## Why does PbSe lose so much of its gap under a shear that leaves the volume alone?

I have been using a simple rule for strained PbSe. I work out the change of volume, multiply it by one constant, and take the result as the change of the band gap. For small strains along x or z the rule looks reasonable. Then I come to the shear row, where the pressure change is 0.00 GPa and the gap nevertheless falls by 0.255 eV, the largest loss in the table.

Is the calculation at fault, or my rule? And could I have seen the trouble from the numbers alone?

Rocksalt PbSe under strain, computed with Ansatz 0.2.0 (r2SCAN, plane-wave PAW, 500 eV cutoff, 8×8×8 k mesh, no spin polarisation or spin-orbit coupling). Changes are relative to the relaxed unstrained cell (a = 6.177 Å); atoms are relaxed under strain. Shear is the engineering angle, uniaxial strain holds the sides, and epitaxial strain leaves the normal free.

| strain kind | strain (%) | band gap (eV) | band gap change (eV) | least direct gap change (eV) | gap kind | pressure change (GPa) |
| --- | --- | --- | --- | --- | --- | --- |
| epitaxial xy | 4 | 0.805 | 0.141 | 0.141 | direct | -2.82 |
| shear xy | 5 | 0.409 | -0.255 | -0.042 | indirect | 0.00 |
| uniaxial 111 | -1 | 0.565 | -0.099 | -0.040 | indirect | 0.53 |
| uniaxial x | -1 | 0.628 | -0.036 | -0.036 | direct | 0.54 |
| uniaxial z | 0.5 | 0.679 | 0.015 | 0.015 | direct | -0.25 |

### Answer

The drop under shear is a failure of your rule, and the table gives it away in two places. The calculation has a weakness of its own, the neglect of spin-orbit coupling, but that is a separate matter: it spoils the size of the gap itself and may alter the size of the changes too. I take the rule first.

**How the failure shows**

Compare the two rows with a strain of −1 %, uniaxial x and uniaxial 111. Both cells are squeezed along one direction with the sides held, so both lose 1 % of their volume, and their pressure changes are nearly equal, 0.54 and 0.53 GPa. A rule that knows only the volume must give them the same change of gap. The table has −0.036 eV for one and −0.099 eV for the other.

The second sign lies in the two columns of gap changes. The band gap is the distance from the highest filled level to the lowest empty one, wherever in the crystal's wave-vector space they lie. The least direct gap compares filled and empty levels at the same wave vector. The two changes agree in the epitaxial, x and z rows and part in the shear and 111 rows, which are also the two rows marked indirect.

**Four valleys that need not stay equal**

In the unstrained crystal the highest filled and the lowest empty level both lie at the point called L. There are four such points, one for each body diagonal of the cube. Each carries its own valence top and its own conduction bottom, and together these are called a valley. Cubic symmetry keeps the four valleys at the same energy, so a single gap describes them all.

A small strain can move a band edge in a valley in only two ways. The change of volume moves it equally in all four valleys, and the stretch of the valley's own diagonal moves it in that valley alone. For an edge formed by a single, non-degenerate level, as is assumed here, symmetry allows nothing else to first order:

$$\Delta E_n = D\,\frac{\Delta V}{V} + U\,e_n$$

Here $\Delta E_n$ is the shift of the edge in the valley along diagonal $n$, $\Delta V/V$ is the relative change of volume, and $e_n$ is the relative change in length of that diagonal. The constants $D$ and $U$ are called deformation potentials, and each band edge has its own pair.

Two limiting cases show when your rule holds. If only the edges of the cube are stretched or squeezed, with the right angles kept, every body diagonal changes by the same fraction, one third of the relative volume change. The second term then merely follows the volume, and one constant is enough for small strains. This is the situation in the x, z and epitaxial rows.

In the opposite limit the angles change and the volume does not. A shear in the xy plane lengthens two of the body diagonals and shortens the other two. Your rule now predicts almost no effect, while the second term pushes the valleys apart. The shear row is very near this limit, since its volume changes by only about 0.06 %.

**Why splitting the valleys closes the gap**

The splitting narrows the gap because an electron can go to one valley and a hole to another. In both indirect rows the computed valence top sits in a valley whose diagonal is longer than that of the valley with the conduction bottom. The conduction edge is also higher in the valley with the longer diagonal. Symmetry doesn't fix this direction; it is what the calculation finds.

In the valley with the conduction bottom the two edges move largely together, so the distance between them changes less than the band gap does. The highest filled level of the crystal, however, now comes from a raised valley and the lowest empty level from a lowered one. Picture two identical buildings, one standing on slightly higher ground. The height of each storey is unchanged, yet the upper building's floor has come closer to the lower building's ceiling.

In both indirect rows the least direct gap is found in the valley that holds the conduction bottom. The difference between the two gap changes therefore measures the valley splitting directly. It is the height by which the valence top in one valley exceeds that in the other. Under shear it amounts to 0.255 − 0.042 = 0.213 eV, more than four fifths of the whole loss. For uniaxial 111 it is 0.099 − 0.040 = 0.059 eV, somewhat more than half.

**One estimate worked in full**

If this explanation is right, the splitting should be proportional to the difference in stretch between the diagonals. The 111 row can then predict the shear row. Squeezing by 1 % along one diagonal shortens that diagonal by 1 %. The other three lie at a steep angle to it, with a squared cosine of 1/9, and so shorten by only 1/9 %. The difference is 8/9 %, or about 0.89 %.

For the shear, the strain of 5 % is the change of the right angle. A diagonal of the cube stretches or shrinks by one third of that, so the long and short diagonals differ by 2/3 × 5 %, or about 3.33 %. This is 3.75 times the difference in the 111 row. The predicted splitting is therefore 3.75 × 0.059 eV, which is about 0.22 eV.

The shear row has 0.213 eV, so the estimate is about 4 % above the computed value. The 111 row supplied the scale and only the shear row tests it. The agreement supports a splitting that grows in proportion to the stretch of the diagonals, though two rows are a narrow basis for a general constant.

One piece is left over. The least direct gap also falls under shear, by 0.042 eV, although the volume hardly changes. The change of shape must therefore alter the distance between the edges inside a valley too. The formula has room for this, since the two edges need not share the same $U$, but the effect looks too small. The x and 111 rows lose the same volume, and the diagonal of the valley with the least direct gap shrinks by 1/3 % in the first and by 1 % in the second. Yet their direct gaps differ by only about 0.004 eV. Scaled up to the shear, that makes roughly 0.01 eV. Most of the fall therefore seems to lie beyond first order, which is no surprise at a strain of 5 %. Switching from the band gap to the direct gap removes most of the trouble with your rule, but not all of it.

**A milder failure at large strain**

The epitaxial row breaks the rule in another way. All four valleys stay equal there and the gap stays direct, so splitting plays no part. The cell is stretched by 4 % along both x and y and shrinks by only 0.8 % along the free normal, which makes it about 7.3 % larger. This is a large expansion together with a large flattening, since the normal ends up about 4.8 % shorter than the two stretched axes.

The gap does widen, but by less than the small strains promise. The x row gives 36 meV for each per cent of volume, the z row 30 meV, and the epitaxial row only 19 meV. Carrying the constant from the z row to the large strain would overestimate the widening by about half.

The direction of the effect has a standard explanation in lead chalcogenides. The valence edge consists largely of selenium p states, pushed upward by filled lead s states that lie below them. Longer bonds weaken this push, the valence edge sinks relative to the conduction edge, and the gap widens. Why each further per cent does less is not settled by the table. The push fades as the bonds grow, but over a few per cent of bond length this is expected to cover only part of the shortfall. The change of shape is the likelier cause, through a term in the square of the distortion. The step from 36 to 30 meV between the x and z rows hints at it. If a bend of that size followed the square of the volume change, it would wipe out most of the widening in the epitaxial row, whereas following the square of the distortion it leaves about what the table has. The change in the z row is only 0.015 eV, so this is a hint and not a proof.

**Where the calculation itself falls short**

Subtracting the change from the gap in any row gives the gap of the unstrained crystal, for example 0.805 − 0.141 = 0.664 eV. The measured gap of cold PbSe is, as a rough recalled value, 0.15 eV. The calculation is thus too high by about half an electronvolt, several times the real gap.

The first suspect is spin-orbit coupling, which is left out in every row. The conduction edge is built largely from lead 6p states, and in so heavy an atom the coupling splits p levels by more than an electronvolt. It pulls the lowest empty level down and closes much of the gap. How much of the excess is then left for the density functional to answer for can be judged only after the coupling has been included. The size of the relaxed cell matters as well, since each per cent of volume by which it exceeded the real one would add about 30 meV.

This matters most for the row that you asked about. The loss of 0.255 eV under shear leaves a comfortable gap of 0.409 eV in the table, but it exceeds the whole gap of the real material. In a real crystal sheared this far, the valence top of one valley might rise above the conduction bottom of another. Electrons would then spill from the first into the second, and the crystal would conduct like a poor metal. The table can't settle that. The symmetry argument for the splitting survives spin-orbit coupling, while the size of the splitting may change.

**What to do with the next strain**

Before you look at the volume, ask whether the strain treats the four body diagonals alike. If it does, a volume constant is a rough guide for small strains, good here to about a fifth between the x and z rows. If it doesn't, subtract a valley splitting, and subtract it whichever way the strain points. The volume term changes sign between squeezing and stretching, but the splitting always narrows the gap.

Take a stretch of 1 % along a body diagonal, the reverse of the 111 row. Going by the z row, the larger volume should widen the gap by roughly 0.03 eV, and the splitting should take away about 0.06 eV. To first order the gap should therefore shrink slightly, although the crystal has expanded. Your rule would get even the sign wrong.
